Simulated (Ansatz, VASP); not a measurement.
One calculation of Tl, two programs

```
Tl
1.0
     0.00000    2.40468    2.34302
     2.40468    0.00000    2.34302
     2.40468    2.40468    0.00000
Tl
1
Direct
  0.00000 0.00000 0.00000
```

Change from the starting cell: strain -0.025 along x and y, -0.050 along z, atoms carried along.

Alike in both runs: task single point; functional LDA; k mesh 16 × 16 × 16; occupations gaussian, width 0.15 eV; no spin polarisation.

|  | VASP | Ansatz |
| --- | --- | --- |
| version | VASP 6.6.1 | Ansatz 0.2.0 |
| potentials or method | VASP PAW LDA potentials, release 64 (Tl_d) | scalar-relativistic, plane waves, PAW |
| plane-wave cutoff (eV) | 520 | 420 |
| valence electrons in the cell | 13 | 13 |

```csv
,VASP,Ansatz,Ansatz less VASP
gap on the k mesh at the Fermi level (eV),none,none,-
pressure (GPa),0.0,-0.1,-0.08
largest component of the traceless stress (GPa),0.20,0.20,-0.008
```

A gap of «none» marks a metal or a gap that the smearing closes.

The runs have no spin-orbit coupling, so splittings on Tl are missing.
